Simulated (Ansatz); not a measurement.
Consider Al5GaP6 (zincblende [001] superlattice).

The cell holds 12 atoms: 1 Ga, 6 P and 5 Al. Cell: a = 3.867 Å, b = 3.867 Å, c = 16.377 Å, α = 90.0°, β = 90.0°, γ = 90.0°. It derives from GaP. Regions: GaP, 2 atoms (1 Ga and 1 P); AlP, 10 atoms (5 Al and 5 P). The structure's axis is c.

```xyz
12
Lattice="3.8673 0.0000 0.0000 0.0000 3.8673 0.0000 0.0000 0.0000 16.3767" Properties=species:S:1:pos:R:3 pbc="T T T"
Ga    0.0000    0.0000    0.6822
P     1.9336    0.0000    2.0408
Al    1.9336    1.9336    3.4026
P     0.0000    1.9336    4.7688
Al    0.0000    0.0000    6.1360
P     1.9336    0.0000    7.5033
Al    1.9336    1.9336    8.8705
P     0.0000    1.9336   10.2378
Al    0.0000    0.0000   11.6051
P     1.9336    0.0000   12.9723
Al    1.9336    1.9336   14.3385
P     0.0000    1.9336   15.7003
```

The structure was relaxed with PBEsol. The runs that relaxed it are not among those shown.

Gaps computed with Ansatz 0.2.0 without a self-energy: PBEsol 1.44 eV and HSE06 2.25 eV.

**Question.** What gap should G0W0 on PBEsol give (4×4×2 mesh, 1021 empty bands, screening to 150 eV, PAW set soft_1 files)?

About 2.23 eV: on its mesh the run moves the gap from 1.43 eV by +0.81 eV. Among the scalar-relativistic levels given, HSE06 is nearest (+0.02 eV). Bands and cutoff are finite, so the gap is not at the basis limit. The miss can reach some tenths of an eV and take either sign; the mesh is an error of its own. The 4×4×2 mesh is coarse for this cell (its supercell is 15 Å along the shortest edge). The RPA ε∞ on it, from the PBEsol start, is 8.27 and 10.09; such meshes misread the long-range screening, most where the gap is narrow. The many-body steps are scalar-relativistic: spin-orbit coupling is not in them.

[Paths, hosts, dates, memory and timing lines, banners, echoed tables and standing remarks are left out of the program output.]

[Logs are printed without paths, hosts, clocks, repeated set-up lines and the standing remarks that a program may print on its own settings, such as how far it seeks lower states.]

[Runs of the session that timed out or met a known fault of the program may be left out.]

[Cells called generated may have been cut or substituted from an entry of the Crystallography Open Database or the Materials Project.]

[Hosts, paths, dates, database ids (printed as entryN), source tags and the programs' standing remarks are cut or masked in the printed files.]
